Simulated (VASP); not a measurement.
A run of VASP 6.6.1:

INCAR

```
  PREC = Accurate
  ENCUT = 520
  EDIFF = 1E-7
  ISMEAR = -1
  SIGMA = 0.02
  LREAL = False
  LASPH = True
  NELM = 60
  ALGO = Fast
  ISIF = 2
  LWAVE = False
  LCHARG = False
  GGA = PE
  NBANDS = 16
```

The input KPOINTS:

```
Automatic mesh
0
Gamma
  6 6 6
```

The input POSCAR:

```
HgSe
1.0
    0.0000000000      3.0926650940      3.0926650940
    3.0926650940      0.0000000000      3.0926650940
    3.0926650940      3.0926650940      0.0000000000
Hg Se
1 1
Direct
    0.0000000000      0.0000000000      0.0000000000
    0.2500000000      0.2500000000      0.2500000000
```

Potentials or basis: VASP PAW PBE potentials, release 64 (Hg, Se).

Launch:

```sh
$ cat potpaw_PBE.64/Hg/POTCAR potpaw_PBE.64/Se/POTCAR > POTCAR
$ mpirun -np 1 vasp_std > vasp.out
```

Hardware: 1 thread of Intel(R) Xeon(R) Platinum 8259CL CPU @ 2.50GHz (Skylake/Cascade Lake), on a shared host.

**Question.** Estimate the wall time of this run.

**Answer.** Run time: 19 s on 1 thread of Intel(R) Xeon(R) Platinum 8259CL CPU @ 2.50GHz (Skylake/Cascade Lake) (shared host), peak memory 0.2 GiB. Counts: scf iterations 13, k points 16.
